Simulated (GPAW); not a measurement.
Wanted: an ASE script for a GPAW 26.7.0 run.

- Task: equation of state
- Functional: PBEsol
- Potentials or basis: PAW data sets generated in the run's folder for this functional
- Cutoff: 600 eV
- Basis: pw
- k mesh: 6 × 6 × 6
- Occupations: fermi-dirac, width 0.05 eV
- Spin: no spin polarisation
- Maxiter: 150
- Eos scales: [0.94, 0.96, 0.98, 1.0, 1.02, 1.04, 1.06]

The structure of HgTe (Coloradoite) lies in HgTe.cif:

```cif
data_HgTe
_cell_length_a 6.42900000
_cell_length_b 6.42900000
_cell_length_c 6.42900000
_cell_angle_alpha 90.00000000
_cell_angle_beta 90.00000000
_cell_angle_gamma 90.00000000
_space_group_name_H-M_alt 'F-43m'
_space_group_name_Hall 'F -4 2 3'
_space_group_IT_number 216
loop_
_space_group_symop_operation_xyz
'x,y,z'
'y,-x,-z'
'-x,-y,z'
'-y,x,-z'
'x,-y,-z'
'y,x,z'
'-x,y,-z'
'-y,-x,z'
'z,x,y'
'-z,y,-x'
'z,-x,-y'
'-z,-y,x'
'-z,x,-y'
'z,y,x'
'-z,-x,y'
'z,-y,-x'
'y,z,x'
'-x,-z,y'
'-y,z,-x'
'x,-z,-y'
'-y,-z,x'
'x,z,y'
'y,-z,-x'
'-x,z,-y'
'x,y+1/2,z+1/2'
'y,-x+1/2,-z+1/2'
'-x,-y+1/2,z+1/2'
'-y,x+1/2,-z+1/2'
'x,-y+1/2,-z+1/2'
'y,x+1/2,z+1/2'
'-x,y+1/2,-z+1/2'
'-y,-x+1/2,z+1/2'
'z,x+1/2,y+1/2'
'-z,y+1/2,-x+1/2'
'z,-x+1/2,-y+1/2'
'-z,-y+1/2,x+1/2'
'-z,x+1/2,-y+1/2'
'z,y+1/2,x+1/2'
'-z,-x+1/2,y+1/2'
'z,-y+1/2,-x+1/2'
'y,z+1/2,x+1/2'
'-x,-z+1/2,y+1/2'
'-y,z+1/2,-x+1/2'
'x,-z+1/2,-y+1/2'
'-y,-z+1/2,x+1/2'
'x,z+1/2,y+1/2'
'y,-z+1/2,-x+1/2'
'-x,z+1/2,-y+1/2'
'x+1/2,y,z+1/2'
'y+1/2,-x,-z+1/2'
'-x+1/2,-y,z+1/2'
'-y+1/2,x,-z+1/2'
'x+1/2,-y,-z+1/2'
'y+1/2,x,z+1/2'
'-x+1/2,y,-z+1/2'
'-y+1/2,-x,z+1/2'
'z+1/2,x,y+1/2'
'-z+1/2,y,-x+1/2'
'z+1/2,-x,-y+1/2'
'-z+1/2,-y,x+1/2'
'-z+1/2,x,-y+1/2'
'z+1/2,y,x+1/2'
'-z+1/2,-x,y+1/2'
'z+1/2,-y,-x+1/2'
'y+1/2,z,x+1/2'
'-x+1/2,-z,y+1/2'
'-y+1/2,z,-x+1/2'
'x+1/2,-z,-y+1/2'
'-y+1/2,-z,x+1/2'
'x+1/2,z,y+1/2'
'y+1/2,-z,-x+1/2'
'-x+1/2,z,-y+1/2'
'x+1/2,y+1/2,z'
'y+1/2,-x+1/2,-z'
'-x+1/2,-y+1/2,z'
'-y+1/2,x+1/2,-z'
'x+1/2,-y+1/2,-z'
'y+1/2,x+1/2,z'
'-x+1/2,y+1/2,-z'
'-y+1/2,-x+1/2,z'
'z+1/2,x+1/2,y'
'-z+1/2,y+1/2,-x'
'z+1/2,-x+1/2,-y'
'-z+1/2,-y+1/2,x'
'-z+1/2,x+1/2,-y'
'z+1/2,y+1/2,x'
'-z+1/2,-x+1/2,y'
'z+1/2,-y+1/2,-x'
'y+1/2,z+1/2,x'
'-x+1/2,-z+1/2,y'
'-y+1/2,z+1/2,-x'
'x+1/2,-z+1/2,-y'
'-y+1/2,-z+1/2,x'
'x+1/2,z+1/2,y'
'y+1/2,-z+1/2,-x'
'-x+1/2,z+1/2,-y'
loop_
_atom_site_label
_atom_site_type_symbol
_atom_site_symmetry_multiplicity
_atom_site_Wyckoff_symbol
_atom_site_fract_x
_atom_site_fract_y
_atom_site_fract_z
_atom_site_occupancy
Hg1 Hg 4 a 0.0000000000 0.0000000000 0.0000000000 1
Te1 Te 4 c 0.2500000000 0.2500000000 0.2500000000 1
```

The input as run:

run.py

```python
import spglib
from ase import Atoms
from ase.eos import EquationOfState
from ase.io import Trajectory, read
from ase.units import GPa
from gpaw import GPAW, PW, setup_paths

setup_paths.insert(0, '.')

atoms = read('HgTe.cif')
cell, positions, numbers = spglib.find_primitive(
    (atoms.cell[:], atoms.get_scaled_positions(), atoms.numbers), symprec=1e-4)
atoms = Atoms(numbers, cell=cell, scaled_positions=positions, pbc=True)

traj = Trajectory('eos.traj', 'w')
volumes, energies = [], []
for x in [0.94, 0.96, 0.98, 1.0, 1.02, 1.04, 1.06]:
    a = atoms.copy()
    a.set_cell(atoms.cell * x**(1 / 3), scale_atoms=True)
    calc = GPAW(mode=PW(600),
                xc='PBEsol',
                kpts={'size': (6, 6, 6), 'gamma': True},
                occupations={'name': 'fermi-dirac', 'width': 0.05},
                nbands=18,
                convergence={'density': 1e-05, 'energy': 1e-05},
                maxiter=150,
                txt=f'eos-{x:.2f}.txt')
    a.calc = calc
    energies.append(a.get_potential_energy(force_consistent=True))
    volumes.append(a.get_volume())
    p = -a.get_stress()[:3].mean() / GPa
    calc.write(f'eos-{x:.2f}.gpw')
    traj.write(a)
    print(f'{x:.2f} {volumes[-1]:10.4f} A^3 {energies[-1]:14.6f} eV {p:9.3f} GPa', flush=True)

v0, e0, B = EquationOfState(volumes, energies, eos='birchmurnaghan').fit()
print(f'V0 = {v0:.4f} A^3, E0 = {e0:.6f} eV, B0 = {B / GPa:.2f} GPa')
```

Potentials or basis: PAW data sets generated in the run's folder for this functional, pw.

The run is started by

```bash
$ gpaw-setup -f PBEsol Hg Te
$ OMP_NUM_THREADS=1 python run.py
```

It gave:

```yaml
Equilibrium_volume: 34.53 Å³/atom
Bulk_modulus: 42 GPa
Pressure_derivative_of_the_bulk_modulus: 5.1
```

Wall time 2.1 min on 1 thread of AMD EPYC 7R43 64-Core Processor (Zen 3), with other jobs on the host, peak memory 0.25 GiB.
